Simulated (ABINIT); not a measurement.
Runs of ABINIT 10.8.3 (patched build) on YN. The structure is cubic, space group Fm-3m (No. 225). Conventional cell: a = 4.877 Å, b = 4.877 Å, c = 4.877 Å, α = 90.00°, β = 90.00°, γ = 90.00°. Around Y (site symmetry m-3m) lie 6 N at 2.44 Å. N (site symmetry m-3m) is surrounded by 6 Y at 2.44 Å. 

```csv
potentials or basis,cutoff (eV),fine-grid cutoff,V0 of scaled cells (Å³/atom),B0 (GPa)
Ansatz NC PBE,1252,-,(a),159
PseudoDojo NC SR PBE v0.4.1 standard,1143,-,14.76,159
JTH PAW PBE v2.0,707,1306.15 eV,14.76,159
PseudoDojo NC SR PBE v0.4 stringent,1143,-,14.76,159
SPMS NC PBE v1.0,952,-,14.79,159
```

Alike in all rows: task equation of state; level PBE; no spin polarisation; cell as given; k mesh 9 × 9 × 9; smearing fermi-dirac 0.05 eV.

Task: Estimate the missing entries.

Result: (a) 14.77.

Caveats: pressures at fixed basis lie under the slope of the energies.
